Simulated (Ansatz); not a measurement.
# The stack of Zr2COS MXene under 2H-WSe2, shifted by a third of the diagonal under a gate, part 2 of 2

Wanted: Fermi level and gate voltage of the stack of Zr2COS MXene under 2H-WSe2, shifted by a third of the diagonal as it is charged.

Ansatz 0.2.0; plane-wave DFT, PBE-D3(BJ), Ansatz PAW.

So far. Step 8 (Gated layer, added electrons 15×10¹³ per cm²): Against the uncharged case this takes +11.16 V.

### Step 9. Gated layer, added electrons -15×10¹³ per cm² (continued)

The density of states has structure finer than the step of the table below, so its rows give means over 0.1 eV, whole bins alone (the curve runs from -3 to 1.99 eV). Peaks (eV: height): -2.98: 8.20, -2.83: 7.37, -2.58: 8.94, -2.44: 13.8, -2.07: 14.3, -1.75: 10.5, -1.36: 13.5.

Density of states against energy, zero at the Fermi level; means over each step:

```tsv
energy (eV)	density of states (states/eV a cell)
-2.9	5.93
-2.8	6.72
-2.7	6.52
-2.6	6.67
-2.5	9.43
-2.4	9.28
-2.3	6.83
-2.2	5.38
-2.1	7.37
-2.0	4.57
-1.9	4.42
-1.8	5.95
-1.7	7.69
-1.6	5.90
-1.5	5.68
-1.4	7.39
-1.3	6.26
-1.2	4.70
-1.1	4.89
-1.0	4.28
-0.9	5.58
-0.8	4.57
-0.7	3.93
-0.6	4.83
-0.5	3.49
-0.4	2.88
-0.3	2.42
-0.2	1.97
-0.1	1.65
0.0	2.03
0.1	1.49
0.2	0.999
0.3	0.893
0.4	0.972
0.5	1.05
0.6	1.12
0.7	1.20
0.8	1.28
0.9	1.38
1.0	1.54
1.1	2.00
1.2	1.64
1.3	1.43
1.4	1.02
1.5	0.964
1.6	0.998
1.7	2.43
1.8	1.91
1.9	2.09
```

Against the uncharged case this takes -11.29 V.

### Step 10. The series together

This step: plane-wave DFT, PBE-D3(BJ), Ansatz PAW; charging by gates (Ansatz 0.2.0).

The potential behind each gate is read from every run and counted from the uncharged case.

Voltage on the gate against the layer's Fermi level, from the uncharged case. The gate voltage by added electrons:

```tsv
added electrons (10¹³ per cm²)	gate voltage (V)
-15.0	-11.3
-8.0	-6.11
-3.0	-2.42
0.0	0
3.0	3.00
8.0	6.85
15.0	11.2
```

Charge step over voltage step between neighbouring densities. The total capacitance by added electrons:

```tsv
added electrons (10¹³ per cm²)	total capacitance (µF/cm²)
-11.50	2.17
-5.50	2.17
-1.50	1.99
1.50	1.60
5.50	2.08
11.50	2.60
```

Work function of the face away from the gate. The work function of the far face stays at 6.11 eV for added electrons from -15 to 15 × 1e13 /cm².

By hand: 10¹³ electrons per cm² are 0.001 e/Å², which by Gauss's law end a field of 0.181 V/Å. At 15×10¹³ holes per cm² the field towards a gate is 2.714 V/Å, which over the 5 Å from the outer atoms would drop 13.57 V; the run needs 11.29 V.

### Step 11. Varying the input

This step: plane-wave DFT, PBE-D3(BJ), Ansatz PAW (Ansatz 0.2.0).

An input spoilt on purpose, to show how the run answers: it repeats the earlier run at 3 × 10¹³ added electrons per cm² with basis.ecutwfc to 50 eV, and scf.max_iter set to 60.

input.yaml reads:

```yaml
crystal:
  lattice:
    - [3.3332505533, 0.0, 0.0]
    - [-1.6666252767, 2.8866796563, 0.0]
    - [0.0, 0.0, 54.187754413]
  atoms:
    - { symbol: S, position: [0.3333333333, 0.6666666667, 0.3903095862] }
    - { symbol: Zr, position: [0.6666666667, 0.3333333333, 0.4202251681] }
    - { symbol: C, position: [0.0, 0.0, 0.44481865] }
    - { symbol: Zr, position: [0.3333333333, 0.6666666667, 0.4706962036] }
    - { symbol: O, position: [0.6666666667, 0.3333333333, 0.4873239028] }
    - { symbol: Se, position: [0.6666666667, 0.3333333333, 0.5481867097] }
    - { symbol: W, position: [0.3333333333, 0.6666666667, 0.5789287429] }
    - { symbol: Se, position: [0.6666666667, 0.3333333333, 0.6096904138] }
  periodic: [true, true, false]
  symmetry: { detect: true }
total_charge: -0.028866
kpoints:
  mp_grid: { grid: [36, 36, 1] }
  band_path:
    path: [[0, 0, 0], [0.5, 0, 0], [0.33333333, 0.33333333, 0], [0, 0, 0]]
    npoints: 16
hamiltonian:
  xc: pbe
  dispersion: d3bj
scf:
  occupations: { method: fermi_dirac, width: 0.05 }
  convergence: { dr2_threshold: 1.0e-10 }
  max_iter: 60
output:
  forces: true
  eigenvalues: true
  write_potential: true
  write_density: true
  volumetric_format: npy
external_charges:
  - { charge: 0, barrier: 10, axis: 3, height: 36.538, sigma: 0.25 }
  - { charge: 0.028866, axis: 3, height: 38.038, sigma: 0.5 }
basis:
  ecutwfc: "50 eV"
```

Started as:

```console
$ ansatz run input.yaml --threads 4 --pin off --max-ram 12288MiB --backend cpu --events-out ev --progress --plain --runs-dir out
```

It took 24 s on 4 threads of Arm Neoverse V2, shared host; peak memory 0.5 GiB; 96 s of CPU time.

```tsv
quantity	this run	earlier run	difference
potential beyond the upper barrier and gate, less the barrier, from the Fermi level (eV)	51.11	1.836	49
```

It moves by +49.3 eV.

The fault (a cutoff far too low) shows in the results, which are not taken further.

### Step 12. A changed input

An input spoilt on purpose, to show how the run answers: it repeats the earlier run at 3 × 10¹³ added electrons per cm² with kpoints.mp_grid.kspacing to 0.3, and scf.max_iter set to 100.

input.yaml: that of step 11 with these lines changed.

```diff
@@ -18,3 +18,3 @@
 kpoints:
-  mp_grid: { grid: [36, 36, 1] }
+  mp_grid: { grid: [36, 36, 1], kspacing: 0.3 }
   band_path:
@@ -28,3 +28,3 @@
   convergence: { dr2_threshold: 1.0e-10 }
-  max_iter: 60
+  max_iter: 100
 output:
@@ -38,3 +38 @@
   - { charge: 0.028866, axis: 3, height: 38.038, sigma: 0.5 }
-basis:
-  ecutwfc: "50 eV"
```

Wall time 0.06 s (4 threads); peak memory 0.092 GiB.

The input was rejected at the start.

The program's message: “Error: invalid value for `kpoints.mp_grid.kspacing`: mutually exclusive with `grid` — set one or the other”

The fault put into the input: a mesh and a spacing both set.

### Step 13. Results

```json
{
 "gap with uncharged gates": "none",
 "gate voltage at 15×10¹³ holes per cm²": "-11.29 V",
 "gate voltage at 15×10¹³ electrons per cm²": "+11.16 V",
 "total capacitance near 11.5×10¹³ holes per cm²": "2.17 µF/cm²"
}
```

Putting 15×10¹³ holes per cm² on the layer takes -11.29 V on the gate; how far the Fermi level moves against the bands is taken for single layers without spin and with an even electron count alone. Plates 5 Å apart would give 1.77 µF/cm² in vacuum; the computed total runs from 1.6 to 2.60 µF/cm². A value over that of the plates means that the screening charge has its centre outside the outer atoms; a low density of states works the other way. Few carriers sample few k-points, so the slopes at the lowest densities depend on the mesh and on the temperature. The gates are charged sheets behind model barriers, not atoms. The main runs have no spin polarisation; a magnetic state could lie lower and would change these results. Spin-orbit coupling is left out, which matters for the bands of elements this heavy. The MXene's terminations sit over the metal atoms of its far layer; the site over carbon or nitrogen, which some compounds prefer, was not run.

[Logs are printed without paths, hosts, clocks, repeated set-up lines and the standing remarks that a program may print on its own settings, such as how far it seeks lower states.]

[Hosts, paths, dates, database ids (printed as entryN), source tags and the programs' standing remarks are cut or masked in the printed files.]

[Maps of the electrostatic potential energy from Ansatz leave out the sawtooth potential of an applied field or a dipole correction, so their vacuum need not be flat; planar profiles and work functions include it.]

[The density of states shown here was stored with 400 of the rows of the run's finer table, so its peaks can read low, often by over a quarter, or be missed, and its means over a window can be off by a tenth or more.]
